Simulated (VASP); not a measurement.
Crystal: NaH.

```
Na H
1.0
     0.00000    2.41604    2.41604
     2.41604    0.00000    2.41604
     2.41604    2.41604    0.00000
Na H
1 1
Direct
  0.00000 0.00000 0.00000
  0.50000 0.50000 0.50000
```

- Program: VASP 6.6.1
- Task: relaxation of cell and atoms
- Functional: LDA
- Potentials or basis: VASP PAW LDA potentials, release 64 (Na_pv, H)
- Cutoff: 600 eV
- k mesh: 8 × 8 × 8
- Occupations: fermi-dirac, width 0.02 eV
- Spin: no spin polarisation

At the start: pressure -2.1 GPa; volume 14.10 Å³/atom.

**Question.** Where does the relaxation end?

**Answer.** Over 4 steps the energy falls by 8.4 meV/atom and the volume is 12.91 Å³/atom (-8.5 %); space group Fm-3m (No. 225, to 0.05 Å).

The path:
```
step  energy change (eV)  largest force (eV/Å)  pressure (GPa)  volume (Å³)
   1              0.0000                0.0000           -2.09        28.21
   2             -0.0085                0.0000           -1.57        27.46
   3             -0.0167                0.0000            0.30        25.53
   4             -0.0169                0.0000            0.00        25.81
```

Final structure:
```
Na H
1.0
     0.00000    2.34568    2.34568
     2.34568    0.00000    2.34568
     2.34568    2.34568    0.00000
Na H
1 1
Direct
  0.00000 0.00000 0.00000
  0.50000 0.50000 0.50000
```
